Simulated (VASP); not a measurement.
Runs of VASP 6.6.1 on Hf. It takes space group Im-3m (No. 229, cubic). Conventional cell: a = 3.497 Å, b = 3.497 Å, c = 3.497 Å, α = 90.00°, β = 90.00°, γ = 90.00°. Around Hf (site symmetry m-3m) lie 8 Hf at 3.03 Å. The cell was built by a generator and needn't be a form met in nature.

| task | cell | k mesh | cutoff (eV) | gap on the mesh (eV) | pressure (GPa) | relaxed volume (Å³/atom) |
| --- | --- | --- | --- | --- | --- | --- |
| relaxation of cell and atoms | relaxed | 8 × 8 × 8 | 600 | none | 0.1 | (a) |
| relaxation of cell and atoms | relaxed | 22 × 22 × 22 | 600 | none | 0.1 | 21.18 |
| single point | Im-3m, 21.25 Å³/atom | 22 × 22 × 22 | 520 | none | -0.2 | - |
| single point | Im-3m, 21.3 Å³/atom | 8 × 8 × 8 | 520 | none | -0.3 | - |

Alike in all rows: level PBEsol; potentials or basis VASP PAW PBE potentials, release 64 (Hf_pv); no spin polarisation; smearing gaussian 0.1 eV.

Task: Fill in the values left out.

Result: (a) 21.25.

Caveats: the PAW data sets were made with another functional, which shifts forces and pressure a little.

A k mesh can miss the band edges, and the runs leave out spin-orbit coupling on Hf.

A gap of «none» marks a metal or a gap under the smearing width.
